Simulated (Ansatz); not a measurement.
How far is this LiF from the hull?

Computed with Ansatz, DFT PBE, scalar-relativistic, plane waves, PAW. All cells share a 420 eV cutoff and Γ-centred k meshes spaced at most about 0.3 Å⁻¹ (2π included). No spin polarisation.

The zero of energy is the elements' standard structures at the same level (F₂ as a molecule); no fitted shifts are applied.

All energies are static (0 K, no zero-point motion).

The competitors are the elements and 1 reference phase of this chemical system (from databases or known types: LiF), relaxed at the same level; other known phases may be missing.

The candidate was reached from: 5-connected net, two elements spread over the vertices.

Space group C2 (No. 5). a = 5.190 Å, b = 10.487 Å, c = 3.054 Å, α = 90.00°, β = 116.71°, γ = 90.00°
| atom | site | symmetry | x | y | z |
| --- | --- | --- | --- | --- | --- |
| Li | 4c | 1 | 0.2701 | 0.9610 | 0.1687 |
| Li | 2b | 2 | 0.5000 | 0.6651 | 0.5000 |
| F | 2b | 2 | 0.0000 | 0.5942 | 0.5000 |
| F | 2b | 2 | 0.0000 | 0.9888 | 0.5000 |
| F | 2b | 2 | 0.5000 | 0.8299 | 0.5000 |

**Question.** Is it stable, and against what?

**Answer.** Not the lowest form: another structure of the same formula lies lower. Its formation energy is -2.716 eV/atom. The lowest competing phase at this composition is this:

```json
{"phase": "LiF", "space group": "P6_3mc (No. 186)", "source": "Materials Project", "share of atoms": "1.0000", "ΔE_f (eV/atom)": "-2.953"}
```

The candidate lies 0.24 eV/atom above this phase. The candidate matches no cell in the subsets of the Crystallography Open Database and the Materials Project at hand. A phase this far over the hull is unlikely to be made. Shaken at random and relaxed again it fell by 143 meV/atom, so it probably isn't a firm minimum. The Crystallography Open Database lists this formula in another space group (No. 225).
